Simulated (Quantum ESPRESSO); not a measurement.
The system is Ge.

```xyz
2
Lattice="1.4881 -2.5947 0.0000 1.4881 2.5947 0.0000 0.0000 0.0000 4.7276" Properties=species:S:1:pos:R:3 pbc="T T T"
Ge    1.4881    0.8643    1.1819
Ge    1.4881   -0.8643    3.5457
```

This isn't the form of Ge at room conditions, which is diamond.

* Program: Quantum ESPRESSO 7.5
* Task: single point
* Functional: PBEsol
* Potentials or basis: GBRV 1.5 PBEsol
* Cutoff: 612 eV
* Density cutoff: 4898 eV
* k mesh: 10 × 10 × 6
* Occupations: fermi-dirac, width 0.05 eV
* Spin: no spin polarisation

On this cell: pressure 0.2 GPa; largest force under 0.003 eV/Å; band gap on the k mesh none (metal or under the smearing width).

The same run follows on a disturbed copy (atoms moved at random, drawn with an rms of 0.05 Å):

```
Ge
1.0
     1.48805   -2.59469    0.00000
     1.48805    2.59469    0.00000
     0.00000    0.00000    4.72760
Ge
2
Direct
  0.32710 0.67936 0.25322
  0.67910 0.33589 0.74526
```

Task: What changes?

Result: The energy (extrapolated to zero smearing) moves by -0.1 meV/atom; pressure 0.3 GPa; largest force 0.023 eV/Å; band gap on the k mesh none (metal or under the smearing width).

Forces on the atoms (eV/Å):
```
Ge   0.000 -0.011 -0.020
Ge   0.000  0.011  0.020
```

Stress tensor (GPa, compression positive):
```
-0.47  0.02 -0.03
 0.02 -0.67  0.05
-0.03  0.05  1.97
```
